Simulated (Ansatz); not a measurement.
# NbSi2: where the electrons are

For NbSi2 at its listed geometry, this session asks how the density differs from that of free atoms, which states sit where, where an added electron goes, how compression changes the bonding charge and how the density follows a moved atom.

Method: DFT PBE, scalar-relativistic, plane waves, PAW, in Ansatz 0.2.0.

### Step 1. The system as given

Symmetry: P6_222, No. 180, hexagonal system. The conventional cell has a = 4.819 Å, b = 4.819 Å, c = 6.592 Å, α = 90.00°, β = 90.00°, γ = 120.00°. Around Nb (site symmetry 222) lie 10 Si at 2.62 to 2.84 Å. Around Si (site symmetry 2) lie 5 Si at 2.57 to 2.84 Å and 5 Nb at 2.62 to 2.84 Å.

Coordinates:

```cif
data_structure
_symmetry_space_group_name_H-M 'P 1'
_symmetry_Int_Tables_number 1
_cell_length_a 4.8190
_cell_length_b 4.8190
_cell_length_c 6.5920
_cell_angle_alpha 90.000
_cell_angle_beta 90.000
_cell_angle_gamma 120.000
_cell_volume 132.58
loop_
_atom_site_label
_atom_site_type_symbol
_atom_site_fract_x
_atom_site_fract_y
_atom_site_fract_z
_atom_site_occupancy
Nb1 Nb 0.50000 0.00000 0.50000 1
Nb2 Nb 0.50000 0.50000 0.83333 1
Nb3 Nb 0.00000 0.50000 0.16667 1
Si1 Si 0.15990 0.31980 0.50000 1
Si2 Si 0.84010 0.15990 0.83333 1
Si3 Si 0.68020 0.84010 0.16667 1
Si4 Si 0.84010 0.68020 0.50000 1
Si5 Si 0.15990 0.84010 0.83333 1
Si6 Si 0.31980 0.15990 0.16667 1
```

The structure comes from the Crystallography Open Database.

### Step 2. Self-consistent density

The input, input.yaml:

```yaml
crystal:
  lattice:
    - [4.819, 0.0, 0.0]
    - [-2.4095, 4.1733764208, 0.0]
    - [0.0, 0.0, 6.592]
  atoms:
    - { symbol: Nb, position: [0.5, 0.0, 0.5] }
    - { symbol: Nb, position: [0.5, 0.5, 0.8333333333] }
    - { symbol: Nb, position: [0.0, 0.5, 0.1666666667] }
    - { symbol: Si, position: [0.1599, 0.3198, 0.5] }
    - { symbol: Si, position: [0.8401, 0.1599, 0.8333333333] }
    - { symbol: Si, position: [0.6802, 0.8401, 0.1666666667] }
    - { symbol: Si, position: [0.8401, 0.6802, 0.5] }
    - { symbol: Si, position: [0.1599, 0.8401, 0.8333333333] }
    - { symbol: Si, position: [0.3198, 0.1599, 0.1666666667] }
basis:
  ecutwfc: 420
  fft_grid_basis: typed
kpoints:
  mp_grid: { grid: [9, 9, 6] }
hamiltonian:
  xc: pbe
  pseudopotentials: { kind: paw }
scf:
  occupations: { method: gaussian, width: 0.05 }
output:
  forces: true
  stress: true
  eigenvalues: true
  bader: true
  write_density: true
  volumetric_format: npy
  elf: true
```

Command:

```bash
$ ansatz run input.yaml --threads 2 --pin off --max-ram 4096MiB --backend cpu --events-out ev --progress --plain --runs-dir out
```

### Step 4. Energy-resolved densities and projections

The windows are set from the levels of the base run, in eV from its Fermi level.

Edit input.yaml of step 2 so:

```diff
@@ -25,9 +25,26 @@
   occupations: { method: gaussian, width: 0.05 }
+  n_extra_bands: 9
 output:
   forces: true
-  stress: true
+  stress: false
   eigenvalues: true
-  bader: true
-  write_density: true
+  bader: false
+  write_density: false
   volumetric_format: npy
-  elf: true
+  band_densities:
+    - { e_range: [-0.25, 0.25] }
+    - { e_range: [-1.2, 0.0] }
+    - { e_range: [0.0, 1.2] }
+    - { e_range: [-12.68, -8.44] }
+    - { e_range: [-8.44, -4.22] }
+  dos:
+    e_range: [-30, 8]
+    de: 0.02
+    method: { smearing: { sigma: 0.03, scheme: gaussian } }
+    projected: { site_lists: { Nb: [Nb], Si: [Si] } }
+checkpoint:
+  read: start.run
+  write: ck
+  compress: false
+  write_wavefunctions: false
+  write_every: 100000
```

### Step 5. Adding 0.25 electron a cell

A uniform background keeps the cell neutral, and the atoms stay fixed.

Edit input.yaml of step 2 so:

```diff
@@ -15,2 +15,3 @@
     - { symbol: Si, position: [0.3198, 0.1599, 0.1666666667] }
+total_charge: -0.25
 basis:
@@ -32,2 +33 @@
   volumetric_format: npy
-  elf: true
```

### Step 6. The cell at 85 % of its volume

Fractional coordinates and the k mesh are kept.

Edit input.yaml of step 2 so:

```diff
@@ -2,5 +2,5 @@
   lattice:
-    - [4.819, 0.0, 0.0]
-    - [-2.4095, 4.1733764208, 0.0]
-    - [0.0, 0.0, 6.592]
+    - [4.564885635, 0.0, 0.0]
+    - [-2.2824428175, 3.9533069252, 0.0]
+    - [0.0, 0.0, 6.2443922195]
   atoms:
```

### Step 7. Moving Si7 by 0.10 Å

The shift is (0.000, 0.000, 0.100) Å; all periodic copies of the atom move with it.

Edit input.yaml of step 2 so:

```diff
@@ -12,3 +12,3 @@
     - { symbol: Si, position: [0.6802, 0.8401, 0.1666666667] }
-    - { symbol: Si, position: [0.8401, 0.6802, 0.5] }
+    - { symbol: Si, position: [0.8401, 0.6802, 0.5151699029] }
     - { symbol: Si, position: [0.1599, 0.8401, 0.8333333333] }
@@ -32,2 +32 @@
   volumetric_format: npy
-  elf: true
```

(Steps that only read results are left out.)

**Question.** What will these runs give? Wanted: gap on the mesh; pressure; Bader charges; the states at the Fermi level; at 85 % volume; stiffness against the shift of Si7.

**Answer**, as computed:

| quantity | value |
| --- | --- |
| gap on the mesh | none (metal) |
| pressure | 0.2 GPa |
| Bader charges | Nb +0.81, Si -0.41 e |
| the states at the Fermi level | Nb 4d (75 %) and Si 3p (20 %) |
| at 85 % volume | 40.7 GPa, gap none (metal), Bader Nb +0.66, Si -0.33 e |
| stiffness against the shift of Si7 | 11.2 eV/Å² |

**Reading.** Si–Si (2.57 Å): Δρ is +0.05 e/Å³ at the midpoint. Nb–Si (2.62 Å): Δρ is +0.05 e/Å³ at the midpoint. In space (atomic cells sized by Bader volumes, not orbital character) the change of density that the added electron brings, screening included, divides as Si about 60 % and Nb about 40 %; this need not match the band edge's orbital character. Si–Si goes from 2.57 to 2.44 Å with the volume, and the deformation density at its midpoint from +0.05 to +0.07 e/Å³.

In a charged cell the pressure and stress hold a term of the neutralising background, so they aren't those of the solid.
